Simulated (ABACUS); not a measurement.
# Yb (Im-3m) in ABACUS: single point with PBE

Aim: the single point of Yb with PBE.

Everything below comes from runs of ABACUS 3.10.1. Logs are shortened: lines on timing, memory, paths and dates and some standing lists are left out, and cuts for length are marked.

## (1) Starting point

Symmetry: Im-3m, No. 229, cubic system. Conventional cell: a = 4.303 Å, b = 4.303 Å, c = 4.303 Å, α = 90.00°, β = 90.00°, γ = 90.00°. Around Yb (site symmetry m-3m) lie 8 Yb at 3.73 Å.

This isn't the form of Yb at room conditions, which is fcc.

## (2) Single point, PBE, collinear spin, ferromagnetic start

Contents of INPUT:

```
INPUT_PARAMETERS
suffix              Yb
calculation         scf
basis_type          lcao
pseudo_dir          ./
orbital_dir         ./
symmetry            1
dft_functional      pbe
ecutwfc             100
pseudo_rcut         10
nspin               2
nbands              10
ks_solver           genelpa
smearing_method     fd
smearing_sigma      0.00367493
scf_thr             1e-07
scf_nmax            100
mixing_type         broyden
mixing_beta         0.4
cal_force           1
cal_stress          1
out_mul             1
out_chg             1
out_pot             2
out_elf             1
```

Contents of STRU:

```
ATOMIC_SPECIES
Yb 173.0540 Yb.upf

NUMERICAL_ORBITAL
Yb_confined-atom_8au_4s3p3d1f.orb

LATTICE_CONSTANT
1.8897261246

LATTICE_VECTORS
-2.1514830000 2.1514830000 2.1514830000
2.1514830000 -2.1514830000 2.1514830000
2.1514830000 2.1514830000 -2.1514830000

ATOMIC_POSITIONS
Direct

Yb
0.0
1
0.0000000000 0.0000000000 0.0000000000 1 1 1 mag 0
```

Contents of KPT:

```
K_POINTS
0
Gamma
9 9 9 0 0 0
```

Potentials or basis: PseudoDojo NC SR 0.4.1 PBE standard, lanthanides 3+ (f in core), TZDP LCAO (the cutoffs set its grid).

On the command line:

```bash
OMP_NUM_THREADS=1 mpirun -np 4 abacus > log
```

running log:

```text
ABACUS v3.10.1

               Atomic-orbital Based Ab-initio Computation at UStc

 ------------------------------------------------------------------------------------

 READING GENERAL INFORMATION
                           global_out_dir = OUT.Yb/
                           global_in_card = INPUT
                               pseudo_dir = ./
                              orbital_dir = ./
                                    DSIZE = 4
                                    GSIZE = 1

 READING UNITCELL INFORMATION
                                    ntype = 1
                  lattice constant (Bohr) = 1.88973
              lattice constant (Angstrom) = 1

 READING ATOM TYPE 1
                               atom label = Yb
                      L=0, number of zeta = 4
                      L=1, number of zeta = 3
                      L=2, number of zeta = 3
                      L=3, number of zeta = 1
             number of atom for this type = 1
               magnetization of element 1 = 0
          Autoset magnetism for this atom = 1

                        TOTAL ATOM NUMBER = 1
DIRECT COORDINATES
    atom                   x                   y                   z     mag                  vx                  vy                  vz
taud_Yb1            0.0000000000        0.0000000000        0.0000000000  1.0000        0.0000000000        0.0000000000        0.0000000000

                          Volume (Bohr^3) = 268.825
                             Volume (A^3) = 39.8358

 Lattice vectors: (Cartesian coordinate: in unit of a_0)
             -2.15148            +2.15148            +2.15148
             +2.15148            -2.15148            +2.15148
             +2.15148            +2.15148            -2.15148
 Reciprocal vectors: (Cartesian coordinate: in unit of 2 pi/a_0)
                   +0           +0.232398           +0.232398
            +0.232398                  +0           +0.232398
            +0.232398           +0.232398                  +0
 The esolver type has been set to : ksdft_lcao

                PAO radial cut off (Bohr) = 10

 Read in pseudopotential file is Yb.upf
                     pseudopotential type = NC
          exchange-correlation functional = PBE
                 nonlocal core correction = 1
                        valence electrons = 11
                                     lmax = 3
                           number of zeta = 4
                     number of projectors = 8
                           L of projector = 0
                           L of projector = 0
                           L of projector = 1
                           L of projector = 1
                           L of projector = 2
                           L of projector = 2
                           L of projector = 3
                           L of projector = 3
     initial pseudo atomic orbital number = 10
 The readin total magnetization is 1

 SETUP THE ELECTRONS NUMBER
            electron number of element Yb = 11
      total electron number of element Yb = 11
            AUTOSET number of electrons:  = 11
                           occupied bands = 6
                                   NLOCAL = 35
                                   NBANDS = 10
                                   NBANDS = 10
                                   NLOCAL = 35

 SETUP THE PLANE WAVE BASIS
 energy cutoff for charge/potential (unit:Ry) = 400
            fft grid for charge/potential = [ 45, 45, 45 ]
                        fft grid division = [ 3, 3, 3 ]
        big fft grid for charge/potential = [ 15, 15, 15 ]
                                     nbxx = 900
                                     nrxx = 24300

 SETUP PLANE WAVES FOR CHARGE/POTENTIAL
                    number of plane waves = 36273
                         number of sticks = 1489

 PARALLEL PW FOR CHARGE/POTENTIAL
     PROC   COLUMNS(POT)             PW
        1            372           9068
        2            372           9068
        3            373           9069
        4            372           9068
 --------------- sum -------------------
        4           1489          36273
                            number of |g| = 302
                                  max |g| = 35.9698
                                  min |g| = 0.108018

[... 39 lines left out ...]
                                    nspin = 2
                   Input type of k points = Monkhorst-Pack(Gamma)
                                   nkstot = 729
                       right hand lattice = 1
(for reciprocal lattice: )
                             BRAVAIS TYPE = 3
                     BRAVAIS LATTICE NAME = 03. Cubic F (face-centered)
                                    ibrav = 3
                       right hand lattice = 1
(for k-lattice: )
                             BRAVAIS TYPE = 3
                     BRAVAIS LATTICE NAME = 03. Cubic F (face-centered)
                                    ibrav = 3
                       right hand lattice = 1
                        ROTATION MATRICES = 48
                               nkstot_ibz = 35
K-POINTS REDUCTION ACCORDING TO SYMMETRY
     IBZ    DIRECT_X    DIRECT_Y    DIRECT_Z  WEIGHT  ibz2bz
       1  0.00000000  0.00000000  0.00000000  0.0014       0
       2 -0.11111111  0.11111111  0.00000000  0.0165       1
       3 -0.22222222  0.22222222  0.00000000  0.0165       2
       4 -0.33333333  0.33333333  0.00000000  0.0165       3
       5 -0.44444444  0.44444444  0.00000000  0.0165       4
       6 -0.22222222  0.11111111  0.11111111  0.0329      10
[... 22 lines left out ...]
      29 -0.44444444  0.44444444  0.22222222  0.0329     203
      30 -0.44444444  0.33333333  0.33333333  0.0329     204
[... 5 further k points ...]

                               nkstot now = 35
[... K-POINTS DIRECT COORDINATES: 35 rows ...]

           k-point number in this process = 35
       minimum distributed K point number = 35
[... stars of the k points ...]
                             nks(nspin=2) = 70
                          nkstot(nspin=2) = 70

[... K-POINTS CARTESIAN COORDINATES: 70 rows ...]

[... K-POINTS DIRECT COORDINATES: 70 rows ...]

 SETUP PLANE WAVES FOR WAVE FUNCTIONS
     energy cutoff for wavefunc (unit:Ry) = 100
              fft grid for wave functions = [ 45, 45, 45 ]
                    number of plane waves = 6363
                         number of sticks = 467

 PARALLEL PW FOR WAVE FUNCTIONS
     PROC   COLUMNS(POT)             PW
        1            117           1592
        2            116           1590
        3            117           1590
        4            117           1591
 --------------- sum -------------------
        4            467           6363

 SET NONLOCAL PSEUDOPOTENTIAL PROJECTORS
 max number of nonlocal projetors among all species is 8

 -------------------------------------------
 SELF-CONSISTENT
 -------------------------------------------

 SETUP SEARCHING RADIUS FOR PROGRAM TO SEARCH ADJACENT ATOMS
                  longest orb rcut (Bohr) = 8
   longest nonlocal projector rcut (Bohr) = 2.54
                     search radius (Bohr) = 21.1
              searching radius is (Bohr)) = 21.1
         searching radius unit is (Bohr)) = 1.89
                         PeriodicBoundary = 1
                        Radius(unit:lat0) = 11.2
                                   glayer = [ 5, 5, 5 ]
                             glayer_minus = [ 4, 4, 4 ]

Find the coordinate range of the input atom(unit:lat0).
                                  min_tau = [ -25.8, -25.8, -25.8 ]
                                  max_tau = [ 25.8, 25.8, 25.8 ]
                                BoxNumber = [ 9, 9, 9 ]

 SETUP EXTENDED REAL SPACE GRID FOR GRID INTEGRATION
                          real space grid = [ 45, 45, 45 ]
                 big cell numbers in grid = [ 15, 15, 15 ]
             meshcell numbers in big cell = [ 3, 3, 3 ]
                        extended fft grid = [ 21, 21, 21 ]
                dimension of extened grid = [ 58, 58, 58 ]
                            UnitCellTotal = 125
              Atom number in sub-FFT-grid = 1
    Local orbitals number in sub-FFT-grid = 35
                                ParaV.nnr = 21060
                                 init_chg = atomic

 LCAO ALGORITHM --------------- ION=   1  ELEC=   1--------------------------------
          total magnetism (Bohr mag/cell) = 0.387749
       absolute magnetism (Bohr mag/cell) = 0.387749
                        nelec for spin up = 5.69387
                      nelec for spin down = 5.30613
[... 271 lines left out ...]
 Density error is 6.59992679132e-08
----------------------------------------------------------
     Energy           Rydberg                 eV
----------------------------------------------------------
 E_KohnSham     -93.1381202282       -1267.2091361123
 E_KS(sigma->0) -93.1373268300       -1267.1983413767
 E_Harris       -93.1381205519       -1267.2091405164
 E_band         -14.6654709152       -199.5339683004
 E_one_elec     -32.0669463714       -436.2931881120
 E_Hartree      16.4162528809        223.3545789895
 E_xc           -23.3320938495       -317.4494226234
 E_Ewald        -54.1537460919       -736.7995148952
 E_entropy(-TS) -0.0015867963        -0.0215894712
 E_descf        0.0000000000         0.0000000000
 E_exx          0.0000000000         0.0000000000
 E_Fermi        0.5238229075         7.1269762844
----------------------------------------------------------

 charge density convergence is achieved
 final etot is -1267.2091361 eV
 EFERMI = 7.1269762844 eV
The vacuum level is 8.7039371959 eV

 STATE ENERGY(eV) AND OCCUPATIONS    NSPIN == 2
SPIN UP :
 1/35 kpoint (Cartesian) = 0.0000 0.0000 0.0000 (1139 pws)
       1       -48.3285     0.00137174
       2       -19.8762     0.00137174
       3       -19.8762     0.00137174
       4       -19.8762     0.00137174
       5        1.94150     0.00137174
       6        8.82970    2.22643e-18
       7        8.82970    2.22643e-18
       8        8.82970    2.22643e-18
       9        10.4479    1.95819e-32
      10        10.4479    1.95819e-32
[... 49 lines left out ...]
 6/35 kpoint (Cartesian) = 0.051644 -0.025822 -0.025822 (1148 pws)
       1       -48.3258      0.0329218
       2       -19.9340      0.0329218
       3       -19.8914      0.0329218
       4       -19.8812      0.0329218
       5        2.71109      0.0329218
       6        8.37389    4.86341e-13
       7        8.38455    3.92961e-13
       8        9.57125    1.93537e-23
       9        9.98892    4.55979e-27
      10        10.5707    4.03551e-32

[... levels at 64 further k points ...]

-------------------------------------------------
 Total Magnetism (uB)
-------------------------------------------------
                        Yb1        -0.0000265807
-------------------------------------------------

 correction force for each atom along direction 1 is -1.04475e-14
 correction force for each atom along direction 2 is -1.89109e-14
 correction force for each atom along direction 3 is -1.01247e-14
------------------------------------------------------------------------------------------
 TOTAL-FORCE (eV/Angstrom)
------------------------------------------------------------------------------------------
                       Yb1         0.0000000000         0.0000000000         0.0000000000
------------------------------------------------------------------------------------------

----------------------------------------------------------------
 TOTAL-STRESS (KBAR)
----------------------------------------------------------------
       -79.3048854900         0.0000000000        -0.0000000000
        -0.0000000000       -79.3048854900        -0.0000000000
         0.0000000000         0.0000000000       -79.3048854900
----------------------------------------------------------------
 TOTAL-PRESSURE: -79.304885 KBAR

 --------------------------------------------
 !FINAL_ETOT_IS -1267.2091361123300430 eV
 --------------------------------------------
```

It took 19 s on 4 MPI ranks of AMD EPYC 7B13 (Zen 3), shared host; peak memory 0.44 GiB.

What came out:

```yaml
Free_energy: -1267.2091 eV
Band_gap_on_the_k_mesh: none (metal or under the smearing width)
Net_moment: 0.00 μB per cell
Absolute_moment: 0.00 μB per cell
```

Caveat: the atomic orbitals were generated for these runs and aren't a published set; all typed moments are zero, and the program then starts from 1 μB on every atom; spin-orbit coupling is left out, which moves the levels of the heavy elements; the 4f electrons are frozen in the core as for a trivalent ion, so they carry no moment and show no levels, and Eu and Yb are often divalent; the basis of atomic orbitals isn't converged, which shifts pressures, moduli and gaps.
